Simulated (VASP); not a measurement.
## Ag2O: density of states with r2SCAN+rVV10

Crystal: Ag2O.

```
Ag O
1.0
     4.65424    0.00000    0.00000
     0.00000    4.65424    0.00000
     0.00000    0.00000    4.65424
Ag O
4 2
Direct
  0.75000 0.25000 0.75000
  0.25000 0.25000 0.25000
  0.25000 0.75000 0.75000
  0.75000 0.75000 0.25000
  0.50000 0.50000 0.50000
  0.00000 0.00000 0.00000
```

The cell isn't the ideal one: volume scaled by 0.96.

- Program: VASP 6.6.1
- Task: density of states
- Functional: r2SCAN
- Dispersion: rVV10
- Potentials or basis: VASP PAW PBE potentials, release 64 (Ag, O)
- Cutoff: 520 eV
- k mesh: 6 × 6 × 6
- Occupations: tetrahedron
- Spin: collinear spin, zero start
- Starting moments: [0.0, 0.0, 0.0, 0.0, 0.0, 0.0] μB
- Further INCAR settings: ALGO = Normal; EDIFF = 1e-06

| Quantity | Value |
| --- | --- |
| Pressure | 4.8 GPa |
| Band gap on the k mesh | 0.32 eV, direct |
| Net moment | 0.00 μB per cell |
| Valence electrons inside the program's atomic spheres | Ag 9.90; O 5.01 |

Levels at points of the mesh, in eV from the valence-band top:
Spin up:
```csv
k point,band 26,band 27,band 28,band 29,band 30,band 31
"(0.00, 0.00, 0.00)",0.00,0.00,0.00,0.32,2.14,2.14
"(0.50, 0.00, 0.00)",-1.78,-0.52,-0.52,2.41,2.41,5.03
"(0.50, 0.50, 0.00)",-1.79,-0.91,-0.91,2.37,2.37,4.08
"(0.50, 0.50, 0.50)",-0.75,-0.75,-0.75,2.69,2.69,2.69
```
Spin down:
```
           k point  band 25  band 26  band 27  band 28  band 29  band 30  band 31  band 32
(0.00, 0.00, 0.00)    -2.91     0.00     0.00     0.00     0.32     2.14     2.14     7.98
(0.50, 0.00, 0.00)    -1.78    -1.78    -0.52    -0.52     2.41     2.41     5.03     5.03
(0.50, 0.50, 0.00)    -1.79    -1.79    -0.91    -0.91     2.37     2.37     4.08     4.08
(0.50, 0.50, 0.50)    -1.80    -0.75    -0.75    -0.75     2.69     2.69     2.69     5.39
```

States per cell in windows of 0.5 eV (zero at the valence-band top; states under -8 eV left out):
```csv
from (eV),up,down,Ag1_d_down,Ag2_d_down,Ag3_d_down,Ag4_d_down,Ag1_d_up,Ag2_d_up
-8.0,0.00,0.00,0.00,0.00,0.00,0.00,0.00,0.00
-7.5,2.08,2.08,0.22,0.22,0.22,0.22,0.22,0.22
-7.0,0.69,0.69,0.07,0.07,0.07,0.07,0.07,0.07
-6.5,0.67,0.67,0.06,0.06,0.06,0.06,0.06,0.06
-6.0,1.39,1.39,0.14,0.14,0.14,0.14,0.14,0.14
-5.5,1.09,1.09,0.11,0.11,0.11,0.11,0.11,0.11
-5.0,0.38,0.38,0.06,0.06,0.06,0.06,0.06,0.06
-4.5,3.27,3.27,0.64,0.64,0.64,0.64,0.64,0.64
-4.0,5.05,5.05,1.12,1.12,1.12,1.12,1.12,1.12
-3.5,5.74,5.74,1.35,1.35,1.35,1.35,1.35,1.35
-3.0,1.13,1.13,0.21,0.21,0.21,0.21,0.21,0.21
-2.5,1.26,1.26,0.19,0.19,0.19,0.19,0.19,0.19
-2.0,1.22,1.22,0.17,0.17,0.17,0.17,0.17,0.17
-1.5,0.52,0.52,0.07,0.07,0.07,0.07,0.07,0.07
-1.0,1.52,1.52,0.21,0.21,0.21,0.21,0.21,0.21
-0.5,0.36,0.36,0.05,0.05,0.05,0.05,0.05,0.05
0.0,0.00,0.00,0.00,0.00,0.00,0.00,0.00,0.00
0.5,0.05,0.05,0.00,0.00,0.00,0.00,0.00,0.00
1.0,0.10,0.10,0.01,0.01,0.01,0.01,0.01,0.01
1.5,0.21,0.21,0.02,0.02,0.02,0.02,0.02,0.02
2.0,0.61,0.61,0.03,0.03,0.03,0.03,0.03,0.03
2.5,0.45,0.45,0.02,0.02,0.02,0.02,0.02,0.02
3.0,0.82,0.82,0.03,0.03,0.03,0.03,0.03,0.03
3.5,0.57,0.57,0.02,0.02,0.02,0.02,0.02,0.02
4.0,0.39,0.39,0.01,0.01,0.01,0.01,0.01,0.01
4.5,0.31,0.31,0.01,0.01,0.01,0.01,0.01,0.01
5.0,0.27,0.27,0.01,0.01,0.01,0.01,0.01,0.01
5.5,0.40,0.40,0.01,0.01,0.01,0.01,0.01,0.01
6.0,0.30,0.30,0.01,0.01,0.01,0.01,0.01,0.01
6.5,0.30,0.29,0.01,0.01,0.01,0.01,0.01,0.01
7.0,0.19,0.19,0.00,0.00,0.00,0.00,0.00,0.00
7.5,0.04,0.04,0.00,0.00,0.00,0.00,0.00,0.00
```

It took 6.8 min on 1 thread of AMD EPYC 9R45 (Zen 5), on a shared host, peak memory 0.46 GiB.

Caveat: the PAW data sets were made with another functional, which shifts forces and pressure a little. A k mesh can miss the band edges.
